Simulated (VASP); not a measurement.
# P4 in VASP: notebook

One molecule, P4, is run at these levels: PBEsol; tasks: relaxation of the atoms.

Program: VASP 6.6.1. These are calculated values, not measurements. Logs are shortened: lines on timing, memory, paths and dates and some standing lists are left out, and cuts for length are marked.

**1. The structure**

The cell holds a molecule in a box, 4 atoms: a = 12.000 Å, b = 12.500 Å, c = 13.000 Å, α = 90.00°, β = 90.00°, γ = 90.00°.

**2. Relaxation of the atoms, PBEsol**

INCAR reads:

```
SYSTEM = P
PREC = Accurate
ENCUT = 300
EDIFF = 1E-7
ISMEAR = 0
SIGMA = 0.02
LREAL = .False.
LASPH = .True.
NELM = 100
ALGO = Normal
ISIF = 2
LWAVE = .False.
LCHARG = .False.
GGA = PS
IBRION = 2
NSW = 90
EDIFFG = -0.005
ISYM = 0
```

KPOINTS reads:

```
regular mesh
0
Gamma
  1 1 1
  0 0 0
```

POSCAR reads:

```
P
1.0
   12.0000000000      0.0000000000      0.0000000000
    0.0000000000     12.5000000000      0.0000000000
    0.0000000000      0.0000000000     13.0000000000
P
4
Direct
    0.5651130000      0.5625080000      0.5601040000
    0.5651130000      0.4374920000      0.4398960000
    0.4348870000      0.5625080000      0.4398960000
    0.4348870000      0.4374920000      0.5601040000
```

Potentials or basis: VASP PAW PBE potentials, release 64 (P).

Started as:

```console
$ cat potpaw_PBE.64/P/POTCAR > POTCAR
$ mpirun -np 1 vasp_std > vasp.out
```

OUTCAR:

```text
SYSTEM = P
   PREC = Accurate
   ENCUT = 300
   EDIFF = 1E-7
   ISMEAR = 0
   LREAL = .False.
   LASPH = .True.
   NELM = 100
   ISIF = 2
   GGA = PS
   IBRION = 2
   NSW = 90
   EDIFFG = -0.005
   ISYM = 0

 ion  position               nearest neighbor table
   1  0.565  0.563  0.560-   2 2.21   4 2.21   3 2.21
   2  0.565  0.437  0.440-   1 2.21   3 2.21   4 2.21
   3  0.435  0.563  0.440-   4 2.21   2 2.21   1 2.21
   4  0.435  0.437  0.560-   3 2.21   1 2.21   2 2.21

IMPORTANT INFORMATION: All symmetrisations will be switched off!
NOSYMM: (Re-)initialisation of all symmetry stuff for point group C_1.

----------------------------------------------------------------------------------------

                                     Primitive cell

  volume of cell :    1950.0000

  direct lattice vectors                    reciprocal lattice vectors
    12.000000000  0.000000000  0.000000000     0.083333333  0.000000000  0.000000000
     0.000000000 12.500000000  0.000000000     0.000000000  0.080000000  0.000000000
     0.000000000  0.000000000 13.000000000     0.000000000  0.000000000  0.076923077

  length of vectors
    12.000000000 12.500000000 13.000000000     0.083333333  0.080000000  0.076923077

  position of ions in fractional coordinates (direct lattice)
     0.565113000  0.562508000  0.560104000
     0.565113000  0.437492000  0.439896000
     0.434887000  0.562508000  0.439896000
     0.434887000  0.437492000  0.560104000

  ion indices of the primitive-cell ions
   primitive index   ion index
                 1           1
                 2           2
                 3           3
                 4           4

----------------------------------------------------------------------------------------

 KPOINTS: regular mesh

Automatic generation of k-mesh.
 Grid dimensions read from file:
 generate k-points for:    1    1    1

 Generating k-lattice:

  Cartesian coordinates                     Fractional coordinates (reciprocal lattice)
     0.083333333  0.000000000  0.000000000     1.000000000  0.000000000  0.000000000
     0.000000000  0.080000000  0.000000000     0.000000000  1.000000000  0.000000000
     0.000000000  0.000000000  0.076923077     0.000000000  0.000000000  1.000000000

  Length of vectors
     0.083333333  0.080000000  0.076923077

  Shift w.r.t. Gamma in fractional coordinates (k-lattice)
     0.000000000  0.000000000  0.000000000

 Subroutine IBZKPT returns following result:
[... 22 lines left out ...]
   LASPH  =      T    aspherical Exc in radial PAW
   ENCUT  =  300.0 eV  22.05 Ry    4.70 a.u.  16.95 17.65 18.36*2*pi/ulx,y,z
   NELM   =    100;   NELMIN=  2; NELMDL= -5     # of ELM steps
   EDIFF  = 0.1E-06   stopping-criterion for ELM
   LREAL  =      F    real-space projection
   EDIFFG = -.5E-02   stopping-criterion for IOM
   NSW    =     90    number of steps for IOM
   IBRION =      2    ionic relax: 0-MD 1-quasi-New 2-CG
   NFREE  =      1    steps in history (QN), initial steepest desc. (CG)
   ISIF   =      2    stress and relaxation
   ISYM   =      0    0-nonsym 1-usesym 2-fastsym
   POTIM  = 0.5000    time-step for ionic-motion
   TEBEG  =    0.0;   TEEND  =   0.0 temperature during run
   PSTRESS=    0.0 pullay stress
   NELECT =      20.0000    total number of electrons
   NUPDOWN=      -1.0000    fix difference up-down
   EMIN   =  10.00;   EMAX   =-10.00  energy-range for DOS
   EFERMI =   0.00;   METHOD = LEGACY
   ISMEAR =     0;   SIGMA  =   0.02  broadening in eV -4-tet -1-fermi 0-gaus
   EFERMI_NEDOS =   21; number of points for ismear=-14 and -15
   IALGO  =     38    algorithm
   IMIX   =      4    mixing-type and parameters
     AMIX     =   0.40;   BMIX     =  1.00
     AMIX_MAG =   1.60;   BMIX_MAG =  1.00
  volume/ion in A,a.u.               =     487.50      3289.81
  Fermi-wavevector in a.u.,A,eV,Ry     =   0.355691  0.672159  1.721359  0.126516
  Thomas-Fermi vector in A             =   1.271717
   LORBIT       =      0    0 simple, 1 ext, 2 COOP (PROOUT), +10 PAW based schemes
   GGA     = PS    functional components
   LHFCALC =     F    Hartree Fock is set to
   AEXX    =    0.0000 exact exchange contribution
   IVDW    =     0    specifies the selected vdW correction
   LEPSILON=     F    determine dielectric tensor
   LRPA    =     F    only Hartree local field effects (RPA)
 conjugate gradient relaxation of ions
 non-spin polarized calculation
 Gauss-broadening in eV      SIGMA  =   0.02
  energy-cutoff  :      300.00
  volume of cell :     1950.00
 maximum number of plane-waves:     23007
 NGX is ok and might be reduce to    70
   NGX = 33   NGY = 35   NGZ = 37

--------------------------------------- Ionic step        1  -------------------------------------------

 number of electron      19.9999990 magnetization

 Free energy of the ion-electron system (eV)
  ---------------------------------------------------
  ext. energy  EPLUGINS =         0.00000000
  ---------------------------------------------------
  free energy    TOTEN  =       -21.91561228 eV

  energy without entropy =      -21.91561228  energy(sigma->0) =      -21.91561228

------------------------ aborting loop because EDIFF is reached ----------------------------------------

  FORCE on cell =-STRESS in cart. coord.  units (eV):
  Direction    XX          YY          ZZ          XY          YZ          ZX
  --------------------------------------------------------------------------------------
  -------------------------------------------------------------------------------------
  Total       -0.8569117     -0.8478112     -0.8535105     -0.0000025     -0.0000017     -0.0000024
  in kB       -0.7040639     -0.6965866     -0.7012694     -0.0000021     -0.0000014     -0.0000019
  external PRESSURE =      -0.7006399 kB  Pullay stress =       0.0000000 kB
[... 63 lines left out ...]
--------------------------------------- Ionic step        3  -------------------------------------------

 number of electron      19.9999989 magnetization

 Free energy of the ion-electron system (eV)
  ---------------------------------------------------
  ext. energy  EPLUGINS =         0.00000000
  ---------------------------------------------------
  free energy    TOTEN  =       -21.92281996 eV

  energy without entropy =      -21.92281996  energy(sigma->0) =      -21.92281996

 E-fermi :  -6.0923     XC(G=0):  -0.8438

 val. band max:       -6.1915654812   @ k =   0.0000   0.0000   0.0000
 cond. band min:      -1.2061118925   @ k =   0.0000   0.0000   0.0000
 fundamental gap:      4.9854535887
 Fermi energy:        -6.0923259801

 k-point     1 :       0.0000    0.0000    0.0000
  band No.  band energies     occupation
      1     -19.7974      2.00000
      2     -13.0140      2.00000
      3     -13.0138      2.00000
      4     -13.0137      2.00000
      5      -8.3237      2.00000
      6      -6.9959      2.00000
      7      -6.9958      2.00000
      8      -6.9958      2.00000
      9      -6.1918      2.00000
     10      -6.1916      2.00000
     11      -1.2061      0.00000
     12      -1.2059      0.00000
     13      -1.2057      0.00000
     14      -1.0725      0.00000
[... 29 lines left out ...]
  FREE ENERGIE OF THE ION-ELECTRON SYSTEM (eV)
  ---------------------------------------------------
  free  energy   TOTEN  =       -21.9228199586 eV

  energy  without entropy=      -21.9228199586  energy(sigma->0) =      -21.92281996

 reached required accuracy - stopping structural energy minimisation
```

OSZICAR:

```text
N       E                     dE             d eps       ncg     rms          rms(c)
DAV:   1     0.575143002892E+02    0.57514E+02   -0.41029E+03    44   0.503E+02
DAV:   2    -0.613855954974E+01   -0.63653E+02   -0.63591E+02    48   0.943E+01
DAV:   3    -0.217579950532E+02   -0.15619E+02   -0.15616E+02    28   0.363E+01
[... 52 lines left out ...]
DAV:  10    -0.219228189847E+02   -0.55943E-05   -0.74492E-07    40   0.343E-03    0.911E-04
DAV:  11    -0.219228193684E+02   -0.38377E-06   -0.29258E-08    32   0.113E-03    0.872E-04
DAV:  12    -0.219228196980E+02   -0.32951E-06   -0.35675E-08    32   0.974E-04    0.353E-04
DAV:  13    -0.219228198907E+02   -0.19273E-06   -0.16892E-08    32   0.673E-04    0.957E-05
DAV:  14    -0.219228199586E+02   -0.67924E-07   -0.60004E-09    32   0.458E-04
   3 F= -.21922820E+02 E0= -.21922820E+02  d E =-.720767E-02
```

It took 2.8 min on 1 thread of Intel Xeon Platinum 8559C (Emerald Rapids), shared host; peak memory 0.81 GiB.

What came out:

```
Free energy                     : -21.9228 eV
Energy gained by relaxing       : 1.8 meV/atom
Ionic steps                     : 3
Gap between the frontier levels : 4.99 eV
```

Step by step:
```csv
step,energy change (eV),largest force (eV/Å),pressure (GPa)
1,0.0000,0.3831,-0.07
2,0.0001,0.4026,0.04
3,-0.0072,0.0011,-0.01
```

Final structure:
```
P
1.0
    12.00000    0.00000    0.00000
     0.00000   12.50000    0.00000
     0.00000    0.00000   13.00000
P
4
Direct
  0.56466 0.56208 0.55969
  0.56466 0.43792 0.44031
  0.43534 0.56208 0.44031
  0.43534 0.43792 0.55969
```

Caveat: the cutoff is under 1.25 times the usual one of these potentials, so pressure, stress and relaxed cells hold a basis-set (Pulay) error; the PAW data sets were made with another functional, which shifts forces and pressure a little. Expect the measured gap to be larger: semilocal functionals such as PBEsol lack the derivative discontinuity.

**3. Relaxation of the atoms, PBEsol**

Changes to INCAR since step 2:

```diff
@@ -2,3 +2,3 @@
 PREC = Accurate
-ENCUT = 300
+ENCUT = 520
 EDIFF = 1E-7
```

KPOINTS is that of step 2.

POSCAR is that of step 2.

Potentials or basis: VASP PAW PBE potentials, release 64 (P).

Started as:

```console
$ cat potpaw_PBE.64/P/POTCAR > POTCAR
$ mpirun -np 1 vasp_std > vasp.out
```

OUTCAR:

```text
SYSTEM = P
   PREC = Accurate
   ENCUT = 520
   EDIFF = 1E-7
   ISMEAR = 0
   LREAL = .False.
   LASPH = .True.
   NELM = 100
   ISIF = 2
   GGA = PS
   IBRION = 2
   NSW = 90
   EDIFFG = -0.005
   ISYM = 0

 ion  position               nearest neighbor table
   1  0.565  0.563  0.560-   2 2.21   4 2.21   3 2.21
   2  0.565  0.437  0.440-   1 2.21   3 2.21   4 2.21
   3  0.435  0.563  0.440-   4 2.21   2 2.21   1 2.21
   4  0.435  0.437  0.560-   3 2.21   1 2.21   2 2.21

IMPORTANT INFORMATION: All symmetrisations will be switched off!
NOSYMM: (Re-)initialisation of all symmetry stuff for point group C_1.

----------------------------------------------------------------------------------------

                                     Primitive cell

  volume of cell :    1950.0000

  direct lattice vectors                    reciprocal lattice vectors
    12.000000000  0.000000000  0.000000000     0.083333333  0.000000000  0.000000000
     0.000000000 12.500000000  0.000000000     0.000000000  0.080000000  0.000000000
     0.000000000  0.000000000 13.000000000     0.000000000  0.000000000  0.076923077

  length of vectors
    12.000000000 12.500000000 13.000000000     0.083333333  0.080000000  0.076923077

  position of ions in fractional coordinates (direct lattice)
     0.565113000  0.562508000  0.560104000
[... 106 lines left out ...]
  ---------------------------------------------------
  free energy    TOTEN  =       -21.93169280 eV

  energy without entropy =      -21.93169280  energy(sigma->0) =      -21.93169280

------------------------ aborting loop because EDIFF is reached ----------------------------------------

  FORCE on cell =-STRESS in cart. coord.  units (eV):
  Direction    XX          YY          ZZ          XY          YZ          ZX
  --------------------------------------------------------------------------------------
  -------------------------------------------------------------------------------------
  Total       -0.7696233     -0.7688693     -0.7691503      0.0000001      0.0000002     -0.0000008
  in kB       -0.6323451     -0.6317256     -0.6319565      0.0000001      0.0000002     -0.0000007
  external PRESSURE =      -0.6320091 kB  Pullay stress =       0.0000000 kB
[... 63 lines left out ...]
--------------------------------------- Ionic step        3  -------------------------------------------

 number of electron      20.0000002 magnetization

 Free energy of the ion-electron system (eV)
  ---------------------------------------------------
  ext. energy  EPLUGINS =         0.00000000
  ---------------------------------------------------
  free energy    TOTEN  =       -21.94023437 eV

  energy without entropy =      -21.94023437  energy(sigma->0) =      -21.94023437

 E-fermi :  -6.0943     XC(G=0):  -0.8415

 val. band max:       -6.1931906194   @ k =   0.0000   0.0000   0.0000
 cond. band min:      -1.2019484853   @ k =   0.0000   0.0000   0.0000
 fundamental gap:      4.9912421341
 Fermi energy:        -6.0943362091

 k-point     1 :       0.0000    0.0000    0.0000
  band No.  band energies     occupation
      1     -19.8060      2.00000
      2     -13.0143      2.00000
      3     -13.0143      2.00000
      4     -13.0143      2.00000
      5      -8.3267      2.00000
      6      -6.9964      2.00000
      7      -6.9964      2.00000
      8      -6.9964      2.00000
      9      -6.1932      2.00000
     10      -6.1932      2.00000
     11      -1.2019      0.00000
     12      -1.2018      0.00000
     13      -1.2015      0.00000
     14      -1.0721      0.00000
[... 29 lines left out ...]
  FREE ENERGIE OF THE ION-ELECTRON SYSTEM (eV)
  ---------------------------------------------------
  free  energy   TOTEN  =       -21.9402343699 eV

  energy  without entropy=      -21.9402343699  energy(sigma->0) =      -21.94023437

 reached required accuracy - stopping structural energy minimisation
```

OSZICAR:

```text
N       E                     dE             d eps       ncg     rms          rms(c)
DAV:   1     0.103203138842E+03    0.10320E+03   -0.45615E+03    36   0.767E+02
DAV:   2    -0.413285773025E+00   -0.10362E+03   -0.10327E+03    56   0.120E+02
DAV:   3    -0.220188642010E+02   -0.21606E+02   -0.21508E+02    34   0.607E+01
[... 52 lines left out ...]
DAV:  10    -0.219402329860E+02   -0.58621E-05   -0.64516E-07    40   0.302E-03    0.525E-04
DAV:  11    -0.219402337314E+02   -0.74541E-06   -0.49893E-08    32   0.127E-03    0.417E-04
DAV:  12    -0.219402342239E+02   -0.49249E-06   -0.68910E-08    26   0.126E-03    0.252E-04
DAV:  13    -0.219402343469E+02   -0.12299E-06   -0.88804E-09    32   0.743E-04    0.309E-04
DAV:  14    -0.219402343699E+02   -0.23023E-07    0.38912E-09    26   0.284E-04
   3 F= -.21940234E+02 E0= -.21940234E+02  d E =-.854157E-02
```

Run time: 5 min. Hardware: 1 thread of Intel Xeon Platinum 8559C (Emerald Rapids), shared host; peak memory 1.4 GiB.

Results:

```
Free energy                     : -21.9402 eV
Energy gained by relaxing       : 2.1 meV/atom
Ionic steps                     : 3
Gap between the frontier levels : 4.99 eV
```

Step by step:
```csv
step,energy change (eV),largest force (eV/Å),pressure (GPa)
1,0.0000,0.4170,-0.06
2,0.0002,0.4409,0.06
3,-0.0085,0.0010,0.00
```

Final structure:
```
CELL_PARAMETERS angstrom
12.00000 0.00000 0.00000
0.00000 12.50000 0.00000
0.00000 0.00000 13.00000
ATOMIC_POSITIONS crystal
P 0.56463 0.56204 0.55965
P 0.56463 0.43796 0.44035
P 0.43537 0.56204 0.44035
P 0.43537 0.43796 0.55965
```

Caveat: the PAW data sets were made with another functional, which shifts forces and pressure a little.
